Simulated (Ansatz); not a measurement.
Crystal: Mg3Sb2.

```
Sb Mg
1.0
     4.58200    0.00000    0.00000
    -2.29100    3.96813    0.00000
     0.00000    0.00000    7.24400
Sb Mg
2 3
Direct
  0.66667 0.33333 0.76500
  0.33333 0.66667 0.23500
  0.00000 0.00000 0.00000
  0.66667 0.33333 0.37000
  0.33333 0.66667 0.63000
```

Base run:

```yaml
Program: Ansatz 0.2.0
Functional: r2SCAN
Potentials_or_basis: Ansatz PAW
Cutoff: "500 eV (not typed: the program's choice for these potentials)"
k_mesh: 7 × 7 × 4
Occupations: fermi-dirac, width 0.05 eV
Spin: no spin polarisation
```

Its results: band gap on the k mesh 0.79 eV, indirect (least direct gap 1.86 eV); pressure 0.0 GPa; largest force 0.339 eV/Å.

Task: After a change of settings the same cell gave: band gap on the k mesh 0.36 eV, indirect (least direct gap 1.11 eV); pressure -0.5 GPa; largest force 0.451 eV/Å. Which change was it?
A. functional from r2SCAN to PBE; cutoff from 500 eV (not typed: the program's choice for these potentials) to 420 eV (not typed: the program's choice for these potentials)
B. functional from r2SCAN to LDA; cutoff from 500 eV (not typed: the program's choice for these potentials) to 420 eV (not typed: the program's choice for these potentials)
C. functional from r2SCAN to PBEsol; cutoff from 500 eV (not typed: the program's choice for these potentials) to 420 eV (not typed: the program's choice for these potentials)

Result: C.

r2SCAN gives the wider gap, since meta-GGAs in the generalised Kohn-Sham scheme recover part of the derivative discontinuity.

Caveats: the k mesh misses the band edges, so the gap on the mesh is wider than the one along the path; spin-orbit coupling is left out, which moves the levels of the heavy elements; the PAW data sets come from PBE, with cores solved anew for the run's functional, which leaves a small shift of forces and pressure.
